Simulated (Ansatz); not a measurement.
# Ti2NOS MXene monolayer in a perpendicular field, part 2 of 3

Wanted: the out-of-plane response of the Ti2NOS MXene monolayer. A positive field points along +c.

Ansatz 0.2.0; plane-wave DFT, RPBE-D3(BJ), Ansatz PAW.

So far. Step 2 (Relaxation): The lattice constant a goes from 3.029 to 2.937 Å.

**3. Single point, field 0**

A sawtooth potential applies the field, turning back in the middle of the vacuum. With the dipole correction the typed value is the field outside the slab. The induced dipole is small, so the SCF threshold is tight.

The cell differs from the one that the last finished run ended in (c 34.451 → 22.933 Å).

input.yaml

```yaml
crystal:
  lattice:
    - [2.9371965275, 0.0, 0.0]
    - [-1.4685982638, 2.5436868088, 0.0]
    - [0.0, 0.0, 22.9328647509]
  atoms:
    - { symbol: S, position: [0.3333333333, 0.6666666667, 0.3924498791] }
    - { symbol: Ti, position: [0.6666666667, 0.3333333333, 0.4622497883] }
    - { symbol: "N", position: [0.0, 0.0, 0.5125185449] }
    - { symbol: Ti, position: [0.3333333333, 0.6666666667, 0.5646286146] }
    - { symbol: O, position: [0.6666666667, 0.3333333333, 0.6075501209] }
kpoints:
  mp_grid: { grid: [18, 18, 1] }
  band_path:
    path: [[0, 0, 0], [0.5, 0, 0], [0.33333333, 0.33333333, 0], [0, 0, 0]]
    npoints: 16
hamiltonian:
  xc: rpbe
  dispersion: d3bj
scf:
  occupations: { method: fermi_dirac, width: 0.05 }
  convergence: { dr2_threshold: 1.0e-10 }
efield:
  axis: 3
  dipole_correction: true
  ramp_position: 0.97
  ramp_width: 0.06
  amplitude: 0
output:
  dos: { projected: true, e_range: [-6, 5] }
  bader: true
  write_potential: true
  write_density: true
  volumetric_format: npy
  elf: true
```

On the command line:

```bash
> ansatz run input.yaml --threads 2 --pin off --max-ram 3072MiB --backend cpu --events-out ev --progress --plain --runs-dir out
```

Numbers of over 12 decimals in the logs are rounded to 6 here.

Output:

```text
[...]
Crystal: 5 atoms, lattice volume = 171.338 Å³
Basis set: ecut = 420 eV, 3293 PW (Γ)
Bands: 26, of which v1, the nominal top of the filled ones, is band 21 counted from 1 (20 counted from 0)
Symmetry: 6 space group operations
[...]
k-points: 37 of 324 (time reversal used)
[...]
SCF iter   1: F=—  HF=-6883.926858 eV  |F-HF|=—  |Δ(HF+E_count)|=         —  Δρ=5.88e-3  dr2=1.90e-1  ethr=1.77e-3  p=-0.020 e·Å  D=-2.07e-2 V/Å  ΔV_dip=0.48 eV  dr2_dipole=2.20e-3  V_vac-E_F(+/−)=5.90/5.42 eV  ⟨swp⟩=7.4  Hψ=5147  notcnv=0
efield: sawtooth ramp at fractional position 0.9700 (set: `efield.ramp_position`, or a place that a band, a saddle search or an elastic batch's reference lends), width 0.0600; the density the first Hamiltonian is built on has a dipole p = -0.020 e·Å; the dipole correction subtracts the counter field D = -2.07e-2 V/Å, which shifts the + side's vacuum level by +0.48 eV against the − side's; the planar-averaged density in the ramp window peaks in size at 1.5e-5 e/Å³
[...]
SCF iter   2: F=—  HF=-6883.912669 eV  |F-HF|=—  |Δ(HF+E_count)|=   1.42e-2  Δρ=4.84e-3  dr2=8.16e-2  ethr=4.64e-4  p=-0.026 e·Å  D=-2.69e-2 V/Å  ΔV_dip=0.62 eV  dr2_dipole=1.32e-3  V_vac-E_F(+/−)=6.11/5.49 eV  ⟨swp⟩=2.7  Hψ=1886  notcnv=0  defer=9
[...]
SCF iter  10: F=-6883.901752 eV  HF=-6883.901752 eV  |F-HF|=1.82e-11  |Δ(HF+E_count)|=  1.82e-12  Δρ=8.25e-8  dr2=8.62e-12  ethr=1.00e-12  p=-0.025 e·Å  D=-2.68e-2 V/Å  ΔV_dip=0.61 eV  dr2_dipole=4.16e-13  V_vac-E_F(+/−)=6.05/5.43 eV  ⟨swp⟩=1.2  Hψ=2654  notcnv=0
SCF 1 converged in 10 iterations: F = -6883.901752 eV  dr2 = 8.62e-12
[...]
NSCF: frozen V_eff on 49 k-points
efield: sawtooth ramp at fractional position 0.9700 (kept from the solve that this one continues, or follows in the run), width 0.0600; the density the first Hamiltonian is built on has a dipole p = -0.025 e·Å; the dipole correction subtracts the counter field D = -2.68e-2 V/Å, which shifts the + side's vacuum level by +0.61 eV against the − side's; the planar-averaged density in the ramp window peaks in size at 4.2e-6 e/Å³
WARN: The output density's exchange-correlation potential varies sharply where the density is thin. Do not read a vacuum level from v_tot or v_xc, or from such a field of the output density. On a cell that repeats whose density bears no net charge and no dipole along the vacuum's axis use v_es (v_loc + v_h of the components); under efield.dipole_correction with no amplitude use v_es + v_field, which holds any externa [...]
SCF converged after 10 iterations
Free energy (F): -6883.901752 eV
[...]
Internal energy: -6883.887326 eV  (E = F + TS)
E sigma→0 (E₀):  -6883.894539 eV
Entropy (-TS):   -0.014426 eV (-2.885 meV/atom)
Fermi energy:    0.501185 eV
Dipole field:    D = -0.026773 V/Å  (p = -0.025351 e·Å, saw-weighted, corrected)
Work function:   Φ+ = 6.0450 eV   Φ− = 5.4311 eV
Levels:          The Fermi level and band energies are counted from a zero that moves with the ramp; work functions are not
[...]
--- Band table (eV; the first three rows and the last of 37) ---
  k-point 0: bands = [... 17 lower, -2.1417, 0.6776, 0.6776, 0.9074, 0.9074, 1.0231, 2.1658, 2.1658, ... 1 higher]
  k-point 1: bands = [... 17 lower, -2.0300, 0.2424, 0.4298, 0.8702, 1.1722, 1.3159, 2.1521, 2.1914, ... 1 higher]
  k-point 2: bands = [... 17 lower, -1.9961, -0.3672, 0.1647, 0.6765, 1.4350, 1.6236, 2.1536, 2.3316, ... 1 higher]
  k-point 36: bands = [... 17 lower, -3.4610, -3.2151, -2.3495, 1.6417, 1.6453, 2.3359, 2.7605, 2.9627, ... 1 higher]
--- Bader charges: 5 sites ---
  site symbol  charge [e]  shift [e]
     0      S     -0.7646     0.0005
     1     Ti      1.6332     0.0001
     2      N     -1.7336     0.0011
     3     Ti      1.9874     0.0025
     4      O     -1.1225     0.0020
  estimated error of the sums over rays = 7.2e-4 e
```

The job ended after 96 s (2 threads of Arm Neoverse N1, shared host; peak memory 0.47 GiB).

This step gave:

```yaml
energy_at_zero_smearing: -6883.8945 eV
work_function_upper_face: 6.045 eV
work_function_lower_face: 5.431 eV
dipole_along_the_normal: -0.02535 e·Å
step_between_the_vacuum_levels: 0.6140 eV
```

Running mean over a fixed 2.7 Å (it still follows the layers) of the planar mean; the ramp of the sawtooth is left out. Electron's electrostatic potential energy less the Fermi level against z:

```tsv
z (Å)	electron's electrostatic potential energy less the Fermi level (eV)
3.5	5.43
4.0	5.43
4.5	5.43
5.0	5.43
5.5	5.42
6.0	5.39
6.5	5.25
7.0	4.53
7.5	2.30
8.0	-0.450
8.5	-2.72
9.0	-5.39
9.5	-8.43
10.0	-9.89
10.5	-10.2
11.0	-10.5
11.5	-11.4
12.0	-11.6
12.5	-11.5
13.0	-10.6
13.5	-8.06
14.0	-5.06
14.5	-1.47
15.0	1.94
15.5	4.65
16.0	5.83
16.5	6.01
17.0	6.04
17.5	6.04
18.0	6.04
18.5	6.04
19.0	6.05
19.5	6.05
```

The density of states has structure finer than the step of the table below, so its rows give means over 0.25 eV, whole bins alone (the curve runs from -6 to 1.88 eV). Peaks (eV: height): -5.890: 8.63, -5.590: 14.9, -5.340: 10.1, -5.280: 11.6, -3.770: 9.24, 1.640: 9.49, 1.830: 11.9.

The density of states by energy, zero at the Fermi level; means over each step:

```tsv
energy (eV)	density of states (states/eV a cell)
-5.75	2.05
-5.50	4.48
-5.25	7.28
-5.00	3.15
-4.75	3.78
-4.50	1.82
-4.25	2.07
-4.00	5.69
-3.75	5.69
-3.50	3.99
-3.25	1.27
-3.00	1.18
-2.75	2.84
-2.50	3.10
-2.25	1.17
-2.00	1.05
-1.75	1.03
-1.50	1.08
-1.25	1.19
-1.00	1.34
-0.75	1.49
-0.50	1.61
-0.25	1.68
0.00	2.03
0.25	1.55
0.50	0.864
0.75	2.02
1.00	1.94
1.25	2.46
1.50	4.00
1.75	6.16
```

Projected DOS per atom over height of the atomic layer and energy from the Fermi level. Layers: S Ti N Ti O from below.

Ten even steps from '_' (0.02 states/eV) to '@' (3.09 states/eV), each cell a mean:
```
__++__@@__
__--__++__
__..__--__
__..__::__
__..__..__
__::__::__
....__..__
....______
::..______
....______
::________
::________
**....__..
::________
..______::
::::::..%%
......::@@
..________
--..::..--
....==::--
::..++--==
....==::::
```
Columns: height of the atomic layer (Å) from 9 to 13.9 (not evenly spaced); rows upwards: energy from the Fermi level (eV) from -5.96 to 1.87.

The electronic bands at the labelled points (eV, zero at the Fermi level):

```tsv
point	band 17	band 18	band 19	band 20	band 21	band 22	band 23	band 24
Γ	-3.34	-2.64	0.18	0.18	0.41	0.41	0.52	1.66
halfway	-3.74	-3.47	-2.20	-0.74	-0.51	1.29	1.53	1.72
M	-4.15	-3.76	-2.57	-1.02	-1.01	1.30	2.05	2.34
halfway	-4.14	-3.68	-3.05	-2.45	0.06	1.68	1.80	2.27
K	-4.15	-3.96	-3.72	-2.85	1.14	1.14	1.83	2.26
halfway	-3.80	-3.36	-2.55	-1.57	0.25	0.65	1.91	2.12
Γ	-3.34	-2.64	0.18	0.18	0.41	0.41	0.52	1.66
```

Electrostatic potential energy in the ca plane at fractional y = 0.333, with atoms of Ti and O within 0.2 Å of it. With pseudopotentials it is smooth inside the atoms' cores, unlike the true potential.

Values in eV, 5 rows by 16 columns, each cell a mean:
```
  6   6   5   2 -11 -28  -4  -3 -17   2   6   6   6   6   6   6
  6   6   5   3 -19 -36  -8  -1 -34  -7   6   6   6   6   6   6
  6   6   5   2 -11 -28  -4  -3 -17   2   6   6   6   6   6   6
  6   6   4  -6  -3  -4  -3 -13  -3   5   6   6   6   6   6   6
  6   6   4  -6  -3  -4  -3 -13  -3   5   6   6   6   6   6   6
```
Columns run along c (16.0 Å, from fractional 0.24 to 0.93 of the cell; values clipped at the 3rd and 97th percentile), rows up along a (2.9 Å). Atoms in or near the plane, at fractional coordinates: Ti at (0.46, 0.67), O at (0.61, 0.67).

Valence density in the ca plane at fractional y = 0.333, with atoms of Ti and O within 0.2 Å of it. It is the smooth field of the valence electrons, not physical close to the nuclei.

Ten steps, logarithmic in the rise over the least value, from '0' (0.00 × 1e0 e/Å³) to '9' (9.66 × 1e0 e/Å³), each cell a mean:
```
00000001223335664322234553100000000000000000
00000000122258996322246885200000000000000000
00000000112259997322247986300000000000000000
00000000122358986322246875200000000000000000
00000001233335653332234543100000000000000000
00000001344433233443333221000000000000000000
00000002344432223444443210000000000000000000
00000001334433333433333321000000000000000000
```
Columns run along c (16.0 Å, from fractional 0.24 to 0.93 of the cell), rows up along a (2.9 Å). Atoms in or near the plane, at fractional coordinates: Ti at (0.46, 0.67), O at (0.61, 0.67).

ELF in the ca plane at fractional y = 0.333, with atoms of Ti and O within 0.2 Å of it. It is the smooth field of the valence electrons, not physical close to the nuclei.

Ten even steps from '0' (0.00) to '9' (0.84), each cell a mean:
```
00000000000000001356652454233112799852000000
00000000000000000012213646411126979974100000
00000000000000000001114514511137847984100000
00000000000000000123323656412126989973100000
00000000000000001457762343244112588742000000
00000000000000024789985212576211123210000000
00000000000000026899997323786222100000000000
00000000000000014789985211475211134310000000
```
Columns run along c (16.0 Å, from fractional 0.08 to 0.78 of the cell), rows up along a (2.9 Å). Atoms in or near the plane, at fractional coordinates: Ti at (0.46, 0.67), O at (0.61, 0.67).

The work function of the upper face is 6.05 eV.

**4. Single point, field 0.05 V/Å**

input.yaml: that of step 3 with these lines changed.

```diff
@@ -27,6 +27,4 @@
   ramp_width: 0.06
-  amplitude: 0
+  amplitude: 0.05
 output:
-  dos: { projected: true, e_range: [-6, 5] }
-  bader: true
   write_potential: true
@@ -34,2 +32 @@
   volumetric_format: npy
-  elf: true
```

Output:

```text
[...]
Crystal: 5 atoms, lattice volume = 171.338 Å³
Basis set: ecut = 420 eV, 3293 PW (Γ)
Bands: 26, of which v1, the nominal top of the filled ones, is band 21 counted from 1 (20 counted from 0)
Symmetry: 6 space group operations
[...]
k-points: 37 of 324 (time reversal used)
[...]
k-point 0: bands = [... 17 lower, -2.1535, 0.6687, 0.6687, 0.8971, 0.8971, 1.0137, 2.1563, 2.1563, ... 1 higher]
  k-point 1: bands = [... 17 lower, -2.0410, 0.2320, 0.4199, 0.8609, 1.1630, 1.3069, 2.1425, 2.1818, ... 1 higher]
  k-point 2: bands = [... 17 lower, -2.0060, -0.3791, 0.1541, 0.6674, 1.4263, 1.6149, 2.1440, 2.3219, ... 1 higher]
  k-point 36: bands = [... 17 lower, -3.4633, -3.2179, -2.3648, 1.6337, 1.6363, 2.3278, 2.7500, 2.9518, ... 1 higher]
[key lines of the parts left out:]
SCF converged after 14 iterations
Free energy (F): -6883.900817 eV
Fermi energy:    0.491987 eV
Dipole field:    D = -0.012705 V/Å  (p = -0.012030 e·Å, saw-weighted, corrected)
```

It took 71 s on 2 threads; peak memory 0.47 GiB; 86 s of CPU time.

The dipole is -0.0120 e·Å, 0.0133 e·Å from its value without field.

**5. Atoms held, field -0.05 V/Å**

input.yaml: that of step 4 with these lines changed.

```diff
@@ -27,3 +27,3 @@
   ramp_width: 0.06
-  amplitude: 0.05
+  amplitude: -0.05
 output:
```

Output:

```text
[...]
Crystal: 5 atoms, lattice volume = 171.338 Å³
Basis set: ecut = 420 eV, 3293 PW (Γ)
Bands: 26, of which v1, the nominal top of the filled ones, is band 21 counted from 1 (20 counted from 0)
Symmetry: 6 space group operations
[...]
k-points: 37 of 324 (time reversal used)
[...]
k-point 0: bands = [... 17 lower, -2.1300, 0.6863, 0.6863, 0.9176, 0.9176, 1.0324, 2.1752, 2.1752, ... 1 higher]
  k-point 1: bands = [... 17 lower, -2.0191, 0.2528, 0.4396, 0.8794, 1.1814, 1.3248, 2.1616, 2.2008, ... 1 higher]
  k-point 2: bands = [... 17 lower, -1.9862, -0.3553, 0.1753, 0.6854, 1.4435, 1.6321, 2.1631, 2.3411, ... 1 higher]
  k-point 36: bands = [... 17 lower, -3.4589, -3.2124, -2.3342, 1.6497, 1.6541, 2.3439, 2.7708, 2.9735, ... 1 higher]
[key lines of the parts left out:]
SCF converged after 14 iterations
Free energy (F): -6883.903352 eV
Fermi energy:    0.510254 eV
Dipole field:    D = -0.040836 V/Å  (p = -0.038666 e·Å, saw-weighted, corrected)
```

Wall time 49 s (2 threads); peak memory 0.46 GiB; 85 s of CPU time.

The dipole is -0.0387 e·Å, -0.0133 e·Å from its value without field.

**6. Single point, field 0.1 V/Å**

input.yaml: that of step 5 with these lines changed.

```diff
@@ -27,3 +27,3 @@
   ramp_width: 0.06
-  amplitude: -0.05
+  amplitude: 0.1
 output:
```

Output:

```text
[...]
Crystal: 5 atoms, lattice volume = 171.338 Å³
Basis set: ecut = 420 eV, 3293 PW (Γ)
Bands: 26, of which v1, the nominal top of the filled ones, is band 21 counted from 1 (20 counted from 0)
Symmetry: 6 space group operations
[...]
k-points: 37 of 324 (time reversal used)
[...]
k-point 0: bands = [... 17 lower, -2.1653, 0.6597, 0.6597, 0.8866, 0.8866, 1.0041, 2.1467, 2.1467, ... 1 higher]
  k-point 1: bands = [... 17 lower, -2.0521, 0.2213, 0.4098, 0.8515, 1.1536, 1.2978, 2.1327, 2.1722, ... 1 higher]
  k-point 2: bands = [... 17 lower, -2.0160, -0.3912, 0.1433, 0.6582, 1.4175, 1.6060, 2.1343, 2.3122, ... 1 higher]
  k-point 36: bands = [... 17 lower, -3.4657, -3.2207, -2.3803, 1.6255, 1.6272, 2.3196, 2.7395, 2.9408, ... 1 higher]
[key lines of the parts left out:]
SCF converged after 14 iterations
Free energy (F): -6883.900549 eV
Fermi energy:    0.482658 eV
Dipole field:    D = 0.001367 V/Å  (p = 0.001295 e·Å, saw-weighted, corrected)
```

Run time: 46 s. Hardware: 2 threads; peak memory 0.46 GiB.

The dipole is 0.00129 e·Å, 0.0266 e·Å from its value without field.

**7. Atoms held, field 0.2 V/Å**

input.yaml: that of step 6 with these lines changed.

```diff
@@ -27,3 +27,3 @@
   ramp_width: 0.06
-  amplitude: 0.1
+  amplitude: 0.2
 output:
```

Output:

```text
[...]
Crystal: 5 atoms, lattice volume = 171.338 Å³
Basis set: ecut = 420 eV, 3293 PW (Γ)
Bands: 26, of which v1, the nominal top of the filled ones, is band 21 counted from 1 (20 counted from 0)
Symmetry: 6 space group operations
[...]
k-points: 37 of 324 (time reversal used)
[...]
k-point 0: bands = [... 17 lower, -2.1894, 0.6413, 0.6413, 0.8653, 0.8653, 0.9845, 2.1271, 2.1271, ... 1 higher]
  k-point 1: bands = [... 17 lower, -2.0746, 0.1997, 0.3892, 0.8323, 1.1344, 1.2791, 2.1127, 2.1524, ... 1 higher]
  k-point 2: bands = [... 17 lower, -2.0364, -0.4159, 0.1213, 0.6394, 1.3995, 1.5879, 2.1144, 2.2923, ... 1 higher]
  k-point 36: bands = [... 17 lower, -3.4708, -3.2265, -2.4117, 1.6086, 1.6087, 2.3028, 2.7180, 2.9184, ... 1 higher]
[key lines of the parts left out:]
SCF converged after 14 iterations
Free energy (F): -6883.902011 eV
Fermi energy:    0.463598 eV
Dipole field:    D = 0.029528 V/Å  (p = 0.027959 e·Å, saw-weighted, corrected)
```

Elapsed: 44 s, on 2 threads; peak memory 0.46 GiB; 85 s of CPU time.

The dipole is 0.0280 e·Å, 0.0533 e·Å from its value without field.

**8. Atoms held, field 0.3 V/Å**

input.yaml: that of step 7 with these lines changed.

```diff
@@ -27,4 +27,6 @@
   ramp_width: 0.06
-  amplitude: 0.2
+  amplitude: 0.3
 output:
+  dos: { projected: true, e_range: [-6, 5] }
+  bader: true
   write_potential: true
@@ -32 +34,2 @@
   volumetric_format: npy
+  elf: true
```

Output:

```text
[...]
Crystal: 5 atoms, lattice volume = 171.338 Å³
Basis set: ecut = 420 eV, 3293 PW (Γ)
Bands: 26, of which v1, the nominal top of the filled ones, is band 21 counted from 1 (20 counted from 0)
Symmetry: 6 space group operations
[...]
k-points: 37 of 324 (time reversal used)
[...]
k-point 36: bands = [... 17 lower, -3.4765, -3.2327, -2.4436, 1.5894, 1.5914, 2.2854, 2.6960, 2.8955, ... 1 higher]
--- Bader charges: 5 sites ---
  site symbol  charge [e]  shift [e]
     0      S     -0.7757     0.0005
     1     Ti      1.6326     0.0001
     2      N     -1.7337     0.0011
     3     Ti      1.9899     0.0025
     4      O     -1.1132     0.0020
  estimated error of the sums over rays = 6.1e-4 e
[key lines of the parts left out:]
SCF converged after 14 iterations
Free energy (F): -6883.906141 eV
Fermi energy:    0.443995 eV
Dipole field:    D = 0.057713 V/Å  (p = 0.054647 e·Å, saw-weighted, corrected)
```

Elapsed: 74 s, on 2 threads; peak memory 0.46 GiB.

The dipole is 0.0546 e·Å, 0.0800 e·Å from its value without field.

**9. Response, atoms held**

This step: plane-wave DFT, RPBE-D3(BJ), Ansatz PAW; response to a field along the normal, atoms held (Ansatz 0.2.0).

The dipoles give the slope, and the difference of two potentials shows where the field is screened.

Numbers from this step:

```
equivalent conductor thickness p/(ε₀AE) : 6.452 Å
distance between the outer atoms        : 4.933 Å
```

The dipole of the cell by applied field:

```tsv
applied field (V/Å)	dipole of the cell (e·Å)
-0.050	-0.0387
0.000	-0.0254
0.050	-0.0120
0.100	0.00129
0.200	0.0280
0.300	0.0546
```

Local field over the applied field, running mean. From the potentials at -0.05 and 0.05 V/Å; running mean over 2.5 Å. Local field over applied field against z:

```tsv
z (Å)	local field over applied field
4.5	0.999
5.0	0.997
5.5	0.990
6.0	0.972
6.5	0.925
7.0	0.820
7.5	0.661
8.0	0.483
8.5	0.301
9.0	0.150
9.5	0.0633
10.0	0.0311
10.5	0.0195
11.0	0.0236
11.5	0.0326
12.0	0.0356
12.5	0.0481
13.0	0.0917
13.5	0.186
14.0	0.333
14.5	0.507
15.0	0.684
15.5	0.835
16.0	0.937
16.5	0.980
17.0	0.994
17.5	0.998
18.0	1.000
18.5	1.000
```

(Part 2 of 3 ends here.)

[Logs are printed without paths, hosts, clocks, repeated set-up lines and the standing remarks that a program may print on its own settings, such as how far it seeks lower states.]

[Hosts, paths, dates, database ids (printed as entryN), source tags and the programs' standing remarks are cut or masked in the printed files.]

[Maps of the electrostatic potential energy from Ansatz leave out the sawtooth potential of an applied field or a dipole correction, so their vacuum need not be flat; planar profiles and work functions include it.]

[The density of states shown here was stored with 400 of the rows of the run's finer table, so its peaks can read low, often by over a quarter, or be missed, and its means over a window can be off by a tenth or more.]
